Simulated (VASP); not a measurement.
Write the native input for VASP 6.6.1 that does the following.

```
Task                   : band structure
Functional             : r2SCAN
Potentials or basis    : VASP PAW PBE potentials, release 64 (Na_pv, Cl)
Cutoff                 : 520 eV
k mesh                 : 8 × 8 × 8
Occupations            : gaussian, width 0.02 eV
Spin                   : no spin polarisation
Further INCAR settings : ALGO = Normal; EDIFF = 1e-06
```

The structure of NaCl lies in POSCAR:

```
NaCl                                    
1.0
   -0.0000000000      2.7971738376      2.7971738376
    2.7971738376      0.0000000000      2.7971738376
    2.7971738376      2.7971738376     -0.0000000000
  Na              Cl            
     1     1
Direct
     0.0000000000000000    0.0000000000000000    0.0000000000000000
     0.5000000000000000    0.5000000000000000    0.5000000000000000
```

The cell was built by a generator and needn't be a form met in nature.

The input as run:

INCAR

```
SYSTEM = NaCl
PREC = Accurate
ENCUT = 520
EDIFF = 1E-6
ISMEAR = 0
SIGMA = 0.02
LREAL = .FALSE.
LASPH = .TRUE.
NELM = 60
ALGO = Normal
ISIF = 2
LWAVE = .FALSE.
LCHARG = .FALSE.
METAGGA = R2SCAN
LMIXTAU = .TRUE.
```

KPOINTS

```
regular mesh
0
G
  8 8 8
  0 0 0
```

KPOINTS_OPT

```
path GXWKGLUWLK,UX
20
line-mode
reciprocal
 0.0000000000  0.0000000000  0.0000000000  G
 0.5000000000  0.0000000000  0.5000000000  X

 0.5000000000  0.0000000000  0.5000000000  X
 0.5000000000  0.2500000000  0.7500000000  W

 0.5000000000  0.2500000000  0.7500000000  W
 0.3750000000  0.3750000000  0.7500000000  K

 0.3750000000  0.3750000000  0.7500000000  K
 0.0000000000  0.0000000000  0.0000000000  G

 0.0000000000  0.0000000000  0.0000000000  G
 0.5000000000  0.5000000000  0.5000000000  L

 0.5000000000  0.5000000000  0.5000000000  L
 0.6250000000  0.2500000000  0.6250000000  U

 0.6250000000  0.2500000000  0.6250000000  U
 0.5000000000  0.2500000000  0.7500000000  W

 0.5000000000  0.2500000000  0.7500000000  W
 0.5000000000  0.5000000000  0.5000000000  L

 0.5000000000  0.5000000000  0.5000000000  L
 0.3750000000  0.3750000000  0.7500000000  K

 0.6250000000  0.2500000000  0.6250000000  U
 0.5000000000  0.0000000000  0.5000000000  X
```

Potentials or basis: VASP PAW PBE potentials, release 64 (Na_pv, Cl).

Launch:

```console
$ cat potpaw_PBE.64/Na_pv/POTCAR potpaw_PBE.64/Cl/POTCAR > POTCAR
$ mpirun -np 1 vasp_std > vasp.out
```

It gave:

| Item | Value |
| --- | --- |
| Pressure | 0.1 GPa |
| Band gap on the k mesh | 6.02 eV, direct |
| Band gap along the path | 6.02 eV, direct |

Caveat: the PAW data sets were made with another functional, which shifts forces and pressure a little.

Run time: 2.4 min on 1 thread of Intel(R) Xeon(R) Platinum 8559C (Emerald Rapids), with other jobs on the host, peak memory 0.17 GiB.
